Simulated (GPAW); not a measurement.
The system is Ru.

```xyz
2
Lattice="2.7058 0.0000 0.0000 -1.3529 2.3433 0.0000 0.0000 0.0000 4.2819" Properties=species:S:1:pos:R:3 pbc="T T T"
Ru    1.3529    0.7811    3.2114
Ru    0.0000    1.5622    1.0705
```

| Item | Value |
| --- | --- |
| Program | GPAW 26.7.0 |
| Task | relaxation of cell and atoms |
| Functional | RPBE |
| Dispersion | D3(BJ) |
| Potentials or basis | the program's PAW data sets (release 1.2.1) made for this functional |
| Cutoff | 600 eV |
| Basis | pw |
| k mesh | 8 × 8 × 5 |
| Occupations | fermi-dirac, width 0.05 eV |
| Spin | no spin polarisation |

At the start: pressure -33.1 GPa; volume 13.57 Å³/atom.

Where does the relaxation end?

Over 13 steps the energy falls by 138.1 meV/atom and the volume is 12.34 Å³/atom (-9.1 %); space group P6_3/mmc (No. 194, to 0.05 Å).

The path:
```csv
step,energy change (eV),largest force (eV/Å),pressure (GPa),volume (Å³)
1,0.0000,0.0001,-33.09,27.15
2,-0.1868,0.0001,-20.42,26.03
3,-0.2697,0.0001,5.81,24.35
4,-0.2712,0.0001,5.07,24.39
5,-0.2734,0.0001,3.67,24.46
6,-0.2753,0.0001,1.83,24.56
7,-0.2762,0.0001,-0.20,24.68
8,-0.2762,0.0000,-0.20,24.68
9,-0.2762,0.0000,-0.18,24.68
10,-0.2762,0.0000,-0.17,24.68
11,-0.2762,0.0000,-0.14,24.68
12,-0.2762,0.0000,-0.12,24.67
13,-0.2762,0.0000,-0.09,24.67
```

Final structure:
```cif
data_structure
_symmetry_space_group_name_H-M 'P 1'
_symmetry_Int_Tables_number 1
_cell_length_a 2.6180
_cell_length_b 2.6180
_cell_length_c 4.1567
_cell_angle_alpha 90.000
_cell_angle_beta 90.000
_cell_angle_gamma 120.000
_cell_volume 24.67
loop_
_atom_site_label
_atom_site_type_symbol
_atom_site_fract_x
_atom_site_fract_y
_atom_site_fract_z
_atom_site_occupancy
Ru1 Ru 0.66667 0.33333 0.75000 1
Ru2 Ru 0.33333 0.66667 0.25000 1
```

Caveat: later steps reuse the first step's grids; pairwise dispersion overbinds metals, which lowers pressure and volume.
